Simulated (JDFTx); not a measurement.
# Ga (P-1) in JDFTx: convergence with cutoff

Aim: find how far cutoff must go before the results for Ga settle, at LDA. This setting moves, with any that are tied to it; all else stays.

Everything below comes from runs of JDFTx 1.7.0 (patched build). Logs are shortened: lines on timing, memory, paths and dates and some standing lists are left out, and cuts for length are marked. The log counts tension as positive stress, the text compression.

## Step 1: The cell of the first run

The typed cell holds 2 atoms: a = 4.449 Å, b = 4.449 Å, c = 2.765 Å, α = 90.00°, β = 90.00°, γ = 120.00°.

The cell was built by a generator and needn't be a form met in nature.

The cell isn't the ideal one: atoms moved at random, drawn with an rms of 0.05 Å.

## Step 2: With cutoff 571.439 eV

Input file Ga.in:

```
lattice \
    8.4082796997    -4.2041492985     0.0000000000 \
    0.0000000000     7.2817950596     0.0000000000 \
    0.0000000000     0.0000000000     5.2254706798
coords-type Cartesian
ion Ga     0.0696689482     4.8255654862     2.7000895333 1
ion Ga     4.2968631208     2.4951507679     2.5582075534 1

ion-species pseudo/Ga.upf
elec-cutoff 21 168
elec-ex-corr lda-PW
kpoint-folding 3 3 4
elec-smearing Fermi 0.0018374661
elec-n-bands 29
electronic-SCF nIterations 100 energyDiffThreshold 1e-09
electronic-minimize nIterations 30 energyDiffThreshold 1e-7
converge-empty-states yes
forces-output-coords Cartesian

dump-name run.$VAR
dump End Ecomponents EigStats BandEigs Kpoints Forces Stress
```

Potentials or basis: PseudoDojo-SR-LDA-0.4.1-stringent with smoothed tails.

Run with:

```console
> jdftx -c 1 -i Ga.in -o Ga.out
```

Standard output:

```text
*************** JDFTx 1.7.0 (patched build) ***************

Input parsed successfully to the following command list (including defaults):
[... the input with its defaults ...]

---------- Setting up symmetries ----------

Found 24 point-group symmetries of the bravais lattice
Found 2 space-group symmetries with basis
Applied RMS atom displacement 0 bohrs to make symmetries exact.

---------- Initializing the Grid ----------
R =
[      8.40828     -4.20415            0  ]
[            0       7.2818            0  ]
[            0            0      5.22547  ]
unit cell volume = 319.942
G =
[   0.747262   0.431432         -0  ]
[          0   0.862862          0  ]
[          0         -0    1.20242  ]
Minimum fftbox size, Smin = [  52  52  32  ]
Chosen fftbox size, S = [  54  54  32  ]

---------- Initializing tighter grid for wavefunction operations ----------
R =
[      8.40828     -4.20415            0  ]
[            0       7.2818            0  ]
[            0            0      5.22547  ]
unit cell volume = 319.942
G =
[   0.747262   0.431432         -0  ]
[          0   0.862862          0  ]
[          0         -0    1.20242  ]
Minimum fftbox size, Smin = [  36  36  24  ]
Chosen fftbox size, S = [  36  36  24  ]

---------- Exchange Correlation functional ----------
Initalized Slater LDA exchange.
Initalized Perdew-Wang LDA correlation.

---------- Setting up pseudopotentials ----------
Width of ionic core gaussian charges (only for fluid interactions / plotting) set to 0

Reading pseudopotential file 'pseudo/Ga.upf':
  'Ga' pseudopotential, 'SLA  PW   NOGX NOGC' functional
  Generated using ONCVPSP code by D. R. Hamann
  21 valence electrons, 5 orbitals, 6 projectors, 1001 radial grid points, with lMax = 2
    3S    l: 0   occupation:  2.0   eigenvalue: -5.418144
    3P    l: 1   occupation:  6.0   eigenvalue: -3.625661
    3D    l: 2   occupation: 10.0   eigenvalue: -0.713198
    4S    l: 0   occupation:  2.0   eigenvalue: -0.337001
    4P    l: 1   occupation:  1.0   eigenvalue: -0.100440
  Core radius for overlap checks: 1.46 bohrs.

Initialized 1 species with 2 total atoms.

Folded 1 k-points by 3x3x4 to 36 k-points.

---------- Setting up k-points, bands, fillings ----------
Reduced to 19 k-points under symmetry.
Computing the number of bands and number of electrons
Calculating initial fillings.
nElectrons:  42.000000   nBands: 29   nStates: 19

----- Setting up reduced wavefunction bases (one per k-point) -----
average nbasis = 1467.361 , ideal nbasis = 1470.598

---------- Setting up ewald sum ----------
Optimum gaussian width for ewald sums = 2.430872 bohr.
Real space sum over 1573 unit cells with max indices [  5  5  6  ]
Reciprocal space sum over 2475 terms with max indices [  7  7  5  ]

---------- Allocating electronic variables ----------
Initializing wave functions:  linear combination of atomic orbitals
Note: number of bands (29) exceeds available atomic orbitals (26)
Ga pseudo-atom occupations:   s ( 2 2 )  p ( 6 1 )  d ( 10 )
	FillingsUpdate:  mu: +0.240752110  nElectrons: 42.000000
LCAOMinimize: Iter:   0  F: -472.7169780157281025  |grad|_K:  2.893e-02  alpha:  1.000e+00
	FillingsUpdate:  mu: +0.318885196  nElectrons: 42.000000
LCAOMinimize: Iter:   1  F: -474.0816443174651909  |grad|_K:  1.563e-03  alpha:  5.509e-01  linmin:  1.315e-01  cgtest: -3.367e+00
	FillingsUpdate:  mu: +0.317861561  nElectrons: 42.000000
[... 10 lines of inner loops ...]
LCAOMinimize: Iter:   6  F: -474.1012894910678597  |grad|_K:  5.269e-07  alpha:  8.580e-01  linmin:  4.174e-05  cgtest: -8.740e-04
	FillingsUpdate:  mu: +0.310900101  nElectrons: 42.000000
LCAOMinimize: Iter:   7  F: -474.1012894926582817  |grad|_K:  5.834e-08  alpha:  7.168e-01  linmin: -1.028e-03  cgtest:  4.565e-03
LCAOMinimize: Converged (|Delta F|<1.000000e-06 for 2 iters).

-------- Electronic minimization -----------
Will mix electronic density at each iteration.
	FillingsUpdate:  mu: +0.310900101  nElectrons: 42.000000
	FillingsUpdate:  mu: +0.305711904  nElectrons: 42.000000
SCF: Cycle:  0   F: -475.823157363908081   dF: -1.722e+00   |Residual|: 7.929e-01   |deigs|: 7.204e-02
	FillingsUpdate:  mu: +0.305530124  nElectrons: 42.000000
SCF: Cycle:  1   F: -475.909610180641778   dF: -8.645e-02   |Residual|: 3.468e-01   |deigs|: 1.046e-01
	FillingsUpdate:  mu: +0.309336159  nElectrons: 42.000000
SCF: Cycle:  2   F: -475.920424509609461   dF: -1.081e-02   |Residual|: 5.502e-02   |deigs|: 5.270e-02
	FillingsUpdate:  mu: +0.313606849  nElectrons: 42.000000
SCF: Cycle:  3   F: -475.922246520168073   dF: -1.822e-03   |Residual|: 4.747e-02   |deigs|: 3.455e-02
	FillingsUpdate:  mu: +0.314070742  nElectrons: 42.000000
SCF: Cycle:  4   F: -475.922688875695201   dF: -4.424e-04   |Residual|: 3.659e-03   |deigs|: 8.427e-03
	FillingsUpdate:  mu: +0.314552211  nElectrons: 42.000000
SCF: Cycle:  5   F: -475.922679789477684   dF: +9.086e-06   |Residual|: 5.695e-03   |deigs|: 1.655e-03
	FillingsUpdate:  mu: +0.314665855  nElectrons: 42.000000
SCF: Cycle:  6   F: -475.922693140443016   dF: -1.335e-05   |Residual|: 2.659e-03   |deigs|: 1.298e-03
	FillingsUpdate:  mu: +0.314720579  nElectrons: 42.000000
SCF: Cycle:  7   F: -475.922697180038199   dF: -4.040e-06   |Residual|: 7.766e-04   |deigs|: 9.625e-04
	FillingsUpdate:  mu: +0.314712075  nElectrons: 42.000000
SCF: Cycle:  8   F: -475.922697589372206   dF: -4.093e-07   |Residual|: 1.652e-04   |deigs|: 2.179e-04
	FillingsUpdate:  mu: +0.314707822  nElectrons: 42.000000
SCF: Cycle:  9   F: -475.922697625749663   dF: -3.638e-08   |Residual|: 5.680e-05   |deigs|: 4.359e-05
	FillingsUpdate:  mu: +0.314705958  nElectrons: 42.000000
SCF: Cycle: 10   F: -475.922697630273888   dF: -4.524e-09   |Residual|: 2.365e-05   |deigs|: 1.650e-05
	FillingsUpdate:  mu: +0.314706486  nElectrons: 42.000000
SCF: Cycle: 11   F: -475.922697630980224   dF: -7.063e-10   |Residual|: 1.456e-05   |deigs|: 3.728e-06
	FillingsUpdate:  mu: +0.314706674  nElectrons: 42.000000
SCF: Cycle: 12   F: -475.922697631172468   dF: -1.922e-10   |Residual|: 8.803e-07   |deigs|: 6.050e-06
SCF: Converged (|Delta E|<1.000000e-09 for 2 iters).

Setting wave functions to eigenvectors of Hamiltonian
Converging empty states (this may take a while): |deigs|: 1.238e-04

# Stress tensor in Cartesian coordinates [Eh/a0^3]:
[     0.102531 -1.17929e-05 -6.54586e-07  ]
[ -1.17929e-05     0.102632 -2.55899e-06  ]
[ -6.54586e-07 -2.55899e-06      0.10173  ]

# Ionic positions in cartesian coordinates:
ion Ga   0.069668948200000   4.825565486200001   2.700089533300000 1
ion Ga   4.296863120800000   2.495150767900000   2.558207553400000 1

# Forces in Cartesian coordinates:
force Ga   0.004508984367347   0.012524064853199  -0.001724309419235 1
force Ga  -0.004508984367347  -0.012524064853199   0.001724309419235 1

# Energy components:
   Eewald =     -219.2010618878506989
       EH =      195.5780914465273383
     Eloc =     -527.7795470456707108
      Enl =      -88.9195463230602172
      Exc =      -47.2816262433335837
 Exc_core =        5.5100581779974966
       KE =      206.1712088130742586
-------------------------------------
     Etot =     -475.9224230623160565
       TS =        0.0002745688564093
-------------------------------------
        F =     -475.9226976311724684

IonicMinimize: Iter:   0  F: -475.922697631172468  |grad|_K:  7.749e-03
IonicMinimize: None of the convergence criteria satisfied after 0 iterations.

#--- Lowdin population analysis ---
# oxidation-state Ga +0.156 +0.156

Dumping 'run.eigStats' ...
	eMin: -6.051345 at state 2 ( [ +0.000000 +0.000000 +0.500000 ] spin 0 )
	HOMO: +0.312223 at state 0 ( [ +0.000000 +0.000000 +0.000000 ] spin 0 )
	mu  : +0.314707
	LUMO: +0.317214 at state 13 ( [ +0.333333 +0.333333 +0.500000 ] spin 0 )
	eMax: +1.059100 at state 0 ( [ +0.000000 +0.000000 +0.000000 ] spin 0 )
	HOMO-LUMO gap: +0.004991
	Optical gap  : +0.035939 at state 13 ( [ +0.333333 +0.333333 +0.500000 ] spin 0 )
Done!
[note: the HOMO, LUMO and gaps printed at the end count levels as full or empty at half filling, so they show a gap where a level is partly filled]
```

Wall time 30 s (1 thread of Arm Neoverse V2, shared host); peak memory 0.07 GiB.

What came out:

| Item | Value |
| --- | --- |
| Free energy | -12950.5163 eV |
| Pressure | -3009.7 GPa |
| Largest force | 0.690 eV/Å |
| Band gap on the k mesh | none (metal or under the smearing width) |

## Step 3: With cutoff 707.496 eV

Ga.in, as its differences from that of step 2:

```diff
@@ -9,3 +9,3 @@
 ion-species pseudo/Ga.upf
-elec-cutoff 21 168
+elec-cutoff 26 208
 elec-ex-corr lda-PW
```

Potentials or basis: PseudoDojo-SR-LDA-0.4.1-stringent with smoothed tails.

Run with:

```console
> jdftx -c 1 -i Ga.in -o Ga.out
```

It took 37 s on 1 thread of Arm Neoverse V2, shared host; peak memory 0.08 GiB.

Results:

```yaml
Free_energy: -13178.8790 eV
Pressure: -1810.5 GPa
Largest_force: 0.220 eV/Å
Band_gap_on_the_k_mesh: none (metal or under the smearing width)
```

## Step 4: With cutoff 870.764 eV

Ga.in, as its differences from that of step 3:

```diff
@@ -9,3 +9,3 @@
 ion-species pseudo/Ga.upf
-elec-cutoff 26 208
+elec-cutoff 32 256
 elec-ex-corr lda-PW
```

Run with:

```console
> jdftx -c 1 -i Ga.in -o Ga.out
```

Wall time 64 s (1 thread of Arm Neoverse V2, shared host); peak memory 0.11 GiB.

Results:

- Free energy: -13296.5507 eV
- Pressure: -791.1 GPa
- Largest force: 0.289 eV/Å
- Band gap on the k mesh: none (metal or under the smearing width)

## Step 5: With cutoff 1006.82 eV

Ga.in, as its differences from that of step 4:

```diff
@@ -9,3 +9,3 @@
 ion-species pseudo/Ga.upf
-elec-cutoff 32 256
+elec-cutoff 37 296
 elec-ex-corr lda-PW
```

Run with:

```console
> jdftx -c 1 -i Ga.in -o Ga.out
```

It took 82 s on 1 thread of Arm Neoverse V2, shared host; peak memory 0.14 GiB.

What came out:

| Property | Result |
| --- | --- |
| Free energy | -13330.7386 eV |
| Pressure | -314.6 GPa |
| Largest force | 0.290 eV/Å |
| Band gap on the k mesh | none (metal or under the smearing width) |

## Step 6: With cutoff 1142.88 eV

Ga.in, as its differences from that of step 5:

```diff
@@ -9,3 +9,3 @@
 ion-species pseudo/Ga.upf
-elec-cutoff 37 296
+elec-cutoff 42 336
 elec-ex-corr lda-PW
```

Potentials or basis: PseudoDojo-SR-LDA-0.4.1-stringent with smoothed tails.

Run with:

```console
> jdftx -c 1 -i Ga.in -o Ga.out
```

It took 72 s on 1 thread of Arm Neoverse V2, shared host; peak memory 0.14 GiB.

Results:

```
Free energy            : -13341.3062 eV
Pressure               : -97.1 GPa
Largest force          : 0.326 eV/Å
Band gap on the k mesh : none (metal or under the smearing width)
```

## Step 7: With cutoff 1306.15 eV

Ga.in, as its differences from that of step 6:

```diff
@@ -9,3 +9,3 @@
 ion-species pseudo/Ga.upf
-elec-cutoff 42 336
+elec-cutoff 48 384
 elec-ex-corr lda-PW
```

Run with:

```console
> jdftx -c 1 -i Ga.in -o Ga.out
```

Run time: 88 s. Hardware: 1 thread of Arm Neoverse V2, shared host; peak memory 0.17 GiB.

What came out:

- Free energy: -13343.9539 eV
- Pressure: -17.0 GPa
- Largest force: 0.312 eV/Å
- Band gap on the k mesh: none (metal or under the smearing width)

## Step 8: With cutoff 1442.2 eV

Ga.in, as its differences from that of step 7:

```diff
@@ -9,3 +9,3 @@
 ion-species pseudo/Ga.upf
-elec-cutoff 48 384
+elec-cutoff 53 424
 elec-ex-corr lda-PW
```

Run with:

```console
> jdftx -c 1 -i Ga.in -o Ga.out
```

It took 93 s on 1 thread of Arm Neoverse V2, shared host; peak memory 0.18 GiB.

Results:

| Item | Value |
| --- | --- |
| Free energy | -13344.2193 eV |
| Pressure | -4.5 GPa |
| Largest force | 0.314 eV/Å |
| Band gap on the k mesh | none (metal or under the smearing width) |

## Step 9: With cutoff 1659.89 eV

Ga.in, as its differences from that of step 8:

```diff
@@ -9,3 +9,3 @@
 ion-species pseudo/Ga.upf
-elec-cutoff 53 424
+elec-cutoff 61 488
 elec-ex-corr lda-PW
```

Potentials or basis: PseudoDojo-SR-LDA-0.4.1-stringent with smoothed tails.

Run with:

```console
> jdftx -c 1 -i Ga.in -o Ga.out
```

Run time: 2 min. Hardware: 1 thread of Arm Neoverse V2, shared host; peak memory 0.22 GiB.

Results:

* Free energy: -13344.2378 eV
* Pressure: -3.0 GPa
* Largest force: 0.314 eV/Å
* Band gap on the k mesh: none (metal or under the smearing width)

## Step 10: With cutoff 1959.22 eV

Ga.in, as its differences from that of step 9:

```diff
@@ -9,3 +9,3 @@
 ion-species pseudo/Ga.upf
-elec-cutoff 61 488
+elec-cutoff 72 576
 elec-ex-corr lda-PW
```

Run with:

```console
> jdftx -c 1 -i Ga.in -o Ga.out
```

Run time: 2.8 min. Hardware: 1 thread of Arm Neoverse V2, shared host; peak memory 0.28 GiB.

What came out:

```yaml
Free_energy: -13344.2398 eV
Pressure: -3.0 GPa
Largest_force: 0.314 eV/Å
Band_gap_on_the_k_mesh: none (metal or under the smearing width)
```

## Step 11: Result

```
    cutoff  energy less the tightest run, at zero smearing (meV/atom)  pressure (GPa)  largest force (eV/Å)  SCF cycles  CPU time (s)  peak memory (GiB)
571.439 eV                                                  196862.74        -3009.70                 0.690          13            30               0.07
707.496 eV                                                   82680.86        -1810.53                 0.220          14            37               0.08
870.764 eV                                                   23844.56         -791.11                 0.289          17            64               0.11
1006.82 eV                                                    6750.60         -314.63                 0.290          14            82               0.14
1142.88 eV                                                    1466.77          -97.05                 0.326          13            72               0.14
1306.15 eV                                                     142.94          -16.99                 0.312          12            88               0.17
 1442.2 eV                                                      10.23           -4.48                 0.314          12            93               0.18
1659.89 eV                                                       1.00           -3.04                 0.314          12           120               0.22
1959.22 eV                                                       0.00           -3.04                 0.314          12           170               0.28
```

Against the tightest run, the pressure stays within 0.1 GPa from 1659.89 eV on; the largest force stays within 0.005 eV/Å from 1306.15 eV on. Not settled before the last step: the energy (to 1 meV/atom). The tightest run that finished is the yardstick and may itself not be fully converged.

Caveats: all runs use coarse meshes; the empty levels aren't tightly converged.
